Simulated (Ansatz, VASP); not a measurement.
**Ga: VASP beside Ansatz**

File INCAR:

```
  PREC = Accurate
  ENCUT = 520
  EDIFF = 1E-6
  ISMEAR = -1
  SIGMA = 0.05
  LREAL = F
  LASPH = T
  NELM = 100
  ALGO = Fast
  ISIF = 2
  LWAVE = F
  LCHARG = F
  GGA = CA
  NBANDS = 20
```

File KPOINTS:

```
Automatic mesh
0
Gamma
  10 10 8
```

File POSCAR:

```
Ga
1.0
    1.4784385925     -4.1447261231      0.0000000000
    1.4784385925      4.1447261231      0.0000000000
    0.0000000000      0.0000000000      3.2321726471
Ga
2
Direct
    0.1330000000      0.8670000000      0.7500000000
    0.8670000000      0.1330000000      0.2500000000
```

The input input.yaml:

```yaml
crystal:
  lattice:
    - [1.4784385925, -4.1447261231, 0.0]
    - [1.4784385925, 4.1447261231, 0.0]
    - [0.0, 0.0, 3.2321726471]
  atoms:
    - { symbol: Ga, position: [0.133, 0.867, 0.75] }
    - { symbol: Ga, position: [0.867, 0.133, 0.25] }
kpoints:
  mp_grid: { grid: [10, 10, 8] }
scf:
  occupations: { method: fermi_dirac, width: 0.05 }
hamiltonian:
  xc: lda
  pseudopotentials: { kind: all_electron, lapw: { basis_error: 0.001 } }
output:
  forces: true
  stress: true
  eigenvalues: true
```

Change from the starting cell: volume scaled by 1.06.

Alike in both runs: task single point; functional LDA; k mesh 10 × 10 × 8; occupations fermi-dirac, width 0.05 eV; no spin polarisation.

|  | VASP | Ansatz |
| --- | --- | --- |
| version | VASP 6.6.1 | Ansatz 0.2.0 |
| potentials or method | VASP PAW LDA potentials, release 64 (Ga_d) | all-electron LAPW, scalar-relativistic |
| plane-wave cutoff (eV) | 520 | see its input |

Ansatz gave:

```
gap on the k mesh at the Fermi level (eV)       : none
pressure (GPa)                                  : -6.2
largest component of the traceless stress (GPa) : 0.86
rms of the force components (eV/Å)              : 0.099
```

Q: What did VASP give for the same quantities?

A: gap on the k mesh at the Fermi level (eV): none; pressure (GPa): -6.2; largest component of the traceless stress (GPa): 0.88; rms of the force components (eV/Å): 0.102.

Atom by atom the forces differ by 0.003 eV/Å (rms over components). A gap of «none» marks a metal or a gap that the smearing closes. Ansatz ran all-electron here, so the differences hold the error of VASP's frozen core and of both bases.
